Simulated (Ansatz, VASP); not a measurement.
KCl: VASP beside Ansatz

INCAR

```
PREC = Accurate ; ENCUT = 520
EDIFF = 1E-6 ; ISMEAR = -1
SIGMA = 0.02 ; LREAL = F
LASPH = T ; NELM = 60
ALGO = Normal ; ISIF = 2
LWAVE = F ; LCHARG = F
GGA = PE ; NBANDS = 15
```

The input KPOINTS:

```
Automatic mesh
0
Gamma
  8 8 8
```

POSCAR

```
KCl
1.0
    0.0000000000      3.1448483221      3.1448483221
    3.1448483221      0.0000000000      3.1448483221
    3.1448483221      3.1448483221      0.0000000000
K Cl
1 1
Direct
    0.0000000000      0.0000000000      0.0000000000
    0.5000000000      0.5000000000      0.5000000000
```

Input for Ansatz:

```yaml
crystal:
  lattice:
    - [0.0, 3.1448483221, 3.1448483221]
    - [3.1448483221, 0.0, 3.1448483221]
    - [3.1448483221, 3.1448483221, 0.0]
  atoms:
    - { symbol: K, position: [0.0, 0.0, 0.0] }
    - { symbol: Cl, position: [0.5, 0.5, 0.5] }
kpoints:
  mp_grid: { grid: [8, 8, 8] }
  band_path:
    path:
      - [0.0, 0.0, 0.0]
      - [0.5, 0.0, 0.5]
      - [0.625, 0.25, 0.625]
      - [0.375, 0.375, 0.75]
      - [0.5, 0.5, 0.5]
      - [0.5, 0.25, 0.75]
    npoints: 1
hamiltonian:
  xc: pbe
scf:
  occupations: { method: fermi_dirac, width: 0.02 }
  n_extra_bands: 4
output:
  forces: true
  stress: true
  eigenvalues: true
```

The cell was built by a generator and needn't be a form met in nature.

Alike in both runs: task single point; functional PBE; k mesh 8 × 8 × 8; occupations fermi-dirac, width 0.02 eV; no spin polarisation.

```csv
,VASP,Ansatz
version,VASP 6.6.1,Ansatz 0.2.0
potentials or method,"VASP PAW PBE potentials, release 64 (K_sv, Cl)","plane waves, PAW"
plane-wave cutoff (eV),520,420
valence electrons in the cell,16,16
```

|  | VASP | Ansatz | Ansatz less VASP |
| --- | --- | --- | --- |
| gap on the k mesh at the Fermi level (eV) | 5.19 | 5.19 | +0.002 |
| pressure (GPa) | 0.8 | 0.8 | -0.03 |

A k mesh can miss the band edges.
